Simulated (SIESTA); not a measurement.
**Lu under changes of volume**

One of the cells (29.496 Å³/atom); the others are scaled copies at fixed shape and fractional positions:

```
CELL_PARAMETERS angstrom
3.50310 0.00000 0.00000
-1.75155 3.03377 0.00000
0.00000 0.00000 5.55090
ATOMIC_POSITIONS crystal
Lu 0.66667 0.33333 0.75000
Lu 0.33333 0.66667 0.25000
```

| Quantity | Value |
| --- | --- |
| Program | SIESTA 5.4.2 |
| Functional | LDA |
| Potentials or basis | PseudoDojo 0.4 standard (PBE files) |
| Basis | DZP (energy shift 0.003 Ry; two zetas on semicore shells) |
| Grid cutoff | 500 Ry |
| Energy shift | 0.003 Ry |
| k mesh | 9 × 9 × 5 |
| Occupations | fermi-dirac, width 0.05 eV |
| Spin | no spin polarisation |

| volume (Å³/atom) | energy over the lowest point (meV/atom) | pressure (GPa) |
| --- | --- | --- |
| 27.727 | 0.00 | -5.2 |
| 28.317 | 20.68 | -6.0 |
| 28.906 | 44.58 | -6.9 |
| 29.496 | ? | ? |
| 30.086 | 101.16 | -8.3 |
| 30.676 | 132.88 | -8.9 |
| 31.266 | 166.74 | -9.3 |

What does the run at 29.496 Å³/atom give?

Energy over the lowest point 71.64 meV/atom; pressure -7.7 GPa.

Worked out: A Birch-Murnaghan fit of order 3 (a polynomial in V^(-2/3)) to the other rows has no minimum within the range. It gives 71.57 meV/atom at 29.496 Å³/atom, against the run's 71.64, and -dE/dV = -7.7 GPa, against -7.7.

Energies are extrapolated to zero smearing.

Caveats: the potentials were made for another functional, which shifts forces and pressure; the basis of atomic orbitals isn't converged, which shifts pressures, moduli and gaps.
